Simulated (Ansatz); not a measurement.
## KMgF3: do energies and stresses tell the same story?

Level of theory: DFT PBE, scalar-relativistic, plane waves, PAW (Ansatz).

Settings: cutoff 420 eV, Γ-centred mesh 6×6×6 on the computed 5-atom cell, Gaussian smearing of 0.02 eV; no spin polarisation.

Relaxed cell: Pm-3m, a = 4.054 Å, b = 4.054 Å, c = 4.054 Å, α = 90.00°, β = 90.00°, γ = 90.00°, 5 atoms in the primitive cell. Whether it is the stable form of this composition wasn't checked.

Energies at zero smearing and pressures from the stress tensor, at volumes with shape and atoms relaxed:
```
V (Å³/atom) E − E(first) (meV/atom) P (GPa)
     11.728                     0.00    11.25
     12.128                   -23.52     7.71
     12.528                   -38.84     4.70
     12.927                   -47.39     2.16
     13.327                   -50.06     0.01
     13.727                   -47.66    -1.83
     14.127                   -41.11    -3.39
     14.660                   -26.82    -5.11
```

Task: Check P = −dE/dV between neighbouring volumes, and get the bulk modulus from the pressures alone.

Result: With 1 eV/Å³ = 160.2 GPa:
| middle V (Å³/atom) | −ΔE/ΔV (GPa) | mean P (GPa) |
| --- | --- | --- |
| 11.928 | 9.425 | 9.477 |
| 12.328 | 6.139 | 6.204 |
| 12.728 | 3.426 | 3.434 |
| 13.127 | 1.072 | 1.084 |
| 13.527 | -0.962 | -0.913 |
| 13.927 | -2.624 | -2.612 |
| 14.393 | -4.296 | -4.252 |

The two differ by 0.07 GPa at most. The mean of two end pressures misses the average over a step by about ΔV² P″/12, up to 0.05 GPa here; with that taken off 0.03 GPa remains, from the finite cutoff, the mesh or the relaxation's tolerance. Around V = 13.327 Å³/atom, the two neighbours give B = −V ΔP/ΔV = 13.327 × 4.00 / 0.800 = 66.6 GPa, against B0 = 66.3 GPa from the Birch–Murnaghan fit of the energies.

Symmetry holds off the tilts and polar distortions that many cubic perovskites undergo.